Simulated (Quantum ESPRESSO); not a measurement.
MnS under changes of volume

One of the cells (17.667 Å³/atom); the others are scaled copies at fixed shape and fractional positions:

```
Mn S
1.0
     0.00000    2.60450    2.60450
     2.60450    0.00000    2.60450
     2.60450    2.60450    0.00000
Mn S
1 1
Direct
  0.00000 0.00000 0.00000
  0.50000 0.50000 0.50000
```

```yaml
Program: Quantum ESPRESSO 7.5
Functional: PBEsol
Potentials_or_basis: PseudoDojo 0.4.1 SR PBEsol standard
Cutoff: 1306 eV
Density_cutoff: 5225 eV
k_mesh: 9 × 9 × 9
Occupations: fermi-dirac, width 0.05 eV
Spin: collinear spin, ferromagnetic start
Starting_moments: "[4.0, 0.0] μB"
```

```tsv
volume (Å³/atom)	energy over the lowest point (meV/atom)	pressure (GPa)	moment (μB per cell)
16.607	0.00	-3.9	4.56
16.961	9.27	-4.8	4.62
17.314	20.76	-5.8	4.68
17.667	34.47	-6.7	4.72
18.021	50.13	-7.6	4.76
18.374	67.53	-8.3	4.80
18.727	?	?	?
```

What does the run at 18.727 Å³/atom give?

Energy over the lowest point 86.59 meV/atom; pressure -9.0 GPa; moment 4.83 μB per cell.

Worked out: A Birch-Murnaghan fit of order 3 (a polynomial in V^(-2/3)) to the other rows has no minimum within the range. It gives 86.57 meV/atom at 18.727 Å³/atom, against the run's 86.59, and -dE/dV = -9.0 GPa, against -9.0. A parabola through the other rows of the moment, of slope 0.0706 μB per Å³/atom there, extrapolates to 4.83 μB, against the run's 4.83.

Energies are extrapolated to zero smearing.

Caveats: a cell with one magnetic atom can't hold antiferromagnetic order, which such compounds often take.
